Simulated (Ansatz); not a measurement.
## InSb: a ladder of calculations

Cell of run 1: a COD entry, its atoms then relaxed with PBE in this cell.

```
CELL_PARAMETERS angstrom
5.35700 0.00000 0.00000
0.00000 5.71200 0.00000
0.00000 0.00000 3.06300
ATOMIC_POSITIONS crystal
In 0.00000 0.00000 0.17224
In 0.50000 0.50000 0.82776
Sb 0.50000 0.00000 0.71496
Sb 0.00000 0.50000 0.28504
```

Atoms are numbered from 1 in the order listed; like atoms form one site, named after its first atom.

All runs are DFT with Ansatz 0.2.0 (plane waves and PAW, scalar-relativistic unless spin–orbit coupling is named, Γ-centred meshes, Fermi–Dirac smearing where given) in this cell.

Run 1: PBE, atoms relaxed; 420 eV, 9×8×15 k-points, smearing 0.05 eV.
Run 2: r2SCAN, at the relaxed atoms; 500 eV, 9×8×15 k-points, smearing 0.05 eV.
Run 3: PBE with spin–orbit coupling, at the relaxed atoms; 420 eV, 9×8×15 k-points, smearing 0.05 eV.
Run 4: LDA, at the relaxed atoms; 420 eV, 9×8×15 k-points, smearing 0.05 eV.
Run 5: PBEsol, at the relaxed atoms; 420 eV, 9×8×15 k-points, smearing 0.05 eV.

```
run   In V_zz (η)   Sb V_zz (η)
  1  -5.66 (0.35)  12.03 (0.95)
  2  -6.09 (0.53)  13.28 (0.94)
  3  -5.55 (0.39)  11.87 (0.97)
  4             ?             ?
  5  -5.59 (0.34)  11.73 (0.96)
```

V_zz in 10²¹ V/m².

Q: Estimate the row of run 4.

A: In: -5.71 (0.28); Sb: 11.93 (0.91). It lies nearest to run 1, from whose tensors on these sites it differs by 0.31 at most (largest principal value of the difference, on Sb). Taken one at a time, the functional (between the two that differ most) moves the tensors on these sites by up to 1.55 (largest principal value of the change, on Sb), spin–orbit coupling by 0.16 (Sb).

With these PAW files V_zz is typically within 2 to 3 % of all-electron values, but misses above 10 % occur on Sb. In runs 1, 2, 3, 4, 5 there is no gap above 0.1 eV, so the gradients can move by 10 % or more with the k-mesh. The cell isn't the equilibrium one in runs 1, 2, 3, 4, 5 (calculated pressure 14, 12, 14, 8, 10 GPa), and the entry's cell may itself be off.
